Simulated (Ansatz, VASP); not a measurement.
**One calculation of TaN, two programs**

```
Ta N
1.0
     5.22589    0.00000    0.00000
    -2.61295    4.52575    0.00000
     0.00000    0.00000    2.92265
Ta N
3 3
Direct
  0.33333 0.66667 0.50000
  0.66667 0.33333 0.50000
  0.00000 0.00000 0.00000
  0.39249 0.00000 0.00000
  0.60751 0.60751 0.00000
  0.00000 0.39249 0.00000
```

Alike in both runs: functional PBE; k mesh 12 × 12 × 12; occupations gaussian, width 0.1 eV; no spin polarisation.

Ansatz relaxed the structure, and its values are those at the end. VASP's run is a single point on that final structure, the one shown.

|  | VASP | Ansatz |
| --- | --- | --- |
| version | VASP 6.6.1 | Ansatz 0.2.0 |
| potentials or method | VASP PAW PBE potentials, release 64 (Ta_pv, N) | scalar-relativistic, plane waves, PAW |
| plane-wave cutoff (eV) | 520 | 420 |
| valence electrons in the cell | 48 | 54 |

Ansatz gave:

- gap on the k mesh at the Fermi level (eV): none
- pressure (GPa): 0.0

Problem. Which values does VASP return?

Solution. gap on the k mesh at the Fermi level (eV): none; pressure (GPa): 0.7.

A gap of «none» marks a metal or a gap that the smearing closes. The two sets of potentials don't hold the same shells in valence.

Spin-orbit coupling is left out, which matters for the levels of Ta.
